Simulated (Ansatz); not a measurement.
Born–Oppenheimer molecular dynamics of a periodic cell of 16 atoms, MgO (host MgO, host structure Fm-3m). It starts from a structure without forces on its atoms.

Level of theory: DFT PBE, scalar-relativistic, plane waves, PAW in Ansatz 0.2.0. Settings: accuracy low, cutoff 420 eV, k mesh 2x2x2, fermi-dirac smearing 0.05 eV, no spin polarisation.

- ensemble: NVT, Langevin thermostat
- time step: 1 fs
- steps asked: 180
- set temperature: 500 K
- friction: 0.02 /fs
- seed: 578033

First frame:

```xyz
16
Lattice="0.0000 4.2408 4.2408 4.2408 0.0000 4.2408 4.2408 4.2408 0.0000" Properties=species:S:1:pos:R:3
Mg 0.000 0.000 0.000
O 2.120 2.120 2.120
Mg 2.120 2.120 0.000
O 4.241 4.241 2.120
Mg 2.120 0.000 2.120
O 4.241 2.120 4.241
Mg 4.241 2.120 2.120
O 6.361 4.241 4.241
Mg 0.000 2.120 2.120
O 2.120 4.241 4.241
Mg 2.120 4.241 2.120
O 4.241 6.361 4.241
Mg 2.120 2.120 4.241
O 4.241 4.241 6.361
Mg 4.241 4.241 4.241
O 6.361 6.361 6.361
```

**Question.** What does the run give?

**Answer.** All steps were run.

| Property | Result |
| --- | --- |
| steps done | 180 |
| time covered | 180 fs |
| mean temperature over the second half | 495 K |
| spread of the potential energy over the second half | 10.6 meV per atom |
| mean potential energy of the second half above the start | 58.3 meV per atom |

A run of 0.18 ps of so small a system gives no equilibrium averages. Limits of this set-up: coarse k mesh, low accuracy level.

**Question.** What happens to the structure?

**Answer.** Mean squared displacements from the first frame to the last, about the centre of mass: Mg 0.01 Å², O 0.01 Å². The details hang on the random start.

**Question.** How do temperature and energy run in time?

**Answer.** 
```
time (fs)  T (K)  potential energy less start (eV)
      0.0    469                             0.000
     15.0    235                             0.626
     30.0    321                             0.822
     45.0    354                             0.806
     60.0    389                             0.848
     75.0    461                             0.672
     90.0    490                             0.885
    105.0    520                             1.035
    120.0    408                             1.284
    135.0    668                             0.686
    150.0    501                             0.981
    165.0    469                             0.779
    180.0    419                             0.799
```

Run time: 6.8 min on 1 thread of Intel(R) Xeon(R) Platinum 8559C (Emerald Rapids) (shared host), peak memory 0.61 GiB.
